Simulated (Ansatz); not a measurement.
## Rh in Ansatz: the effect of functional

Crystal: Rh.

```
CELL_PARAMETERS angstrom
0.00000 1.89785 1.89785
1.89785 0.00000 1.89785
1.89785 1.89785 0.00000
ATOMIC_POSITIONS crystal
Rh 0.00000 0.00000 0.00000
```

Alike in all runs:

| Property | Result |
| --- | --- |
| Program | Ansatz 0.2.0 |
| Task | equation of state |
| Potentials or basis | Ansatz PAW |
| k mesh | 12 × 12 × 12 |
| Occupations | fermi-dirac, width 0.05 eV |
| Spin | no spin polarisation |

One run gave: V0 of scaled cells 13.71 Å³/atom; B0 282 GPa. Which functional did it use?
A. r2SCAN
B. LDA
C. PBE

A.

```tsv
functional	cutoff	V0 of scaled cells (Å³/atom)	B0 (GPa)
r2SCAN	500 eV	13.71	282
PBE	420 eV	14.04	258
LDA	420 eV	13.22	319
```

Caveats: the PAW data sets come from PBE, with cores solved anew for the run's functional, which leaves a small shift of forces and pressure (some runs).

Not every run made on this cell is shown here.
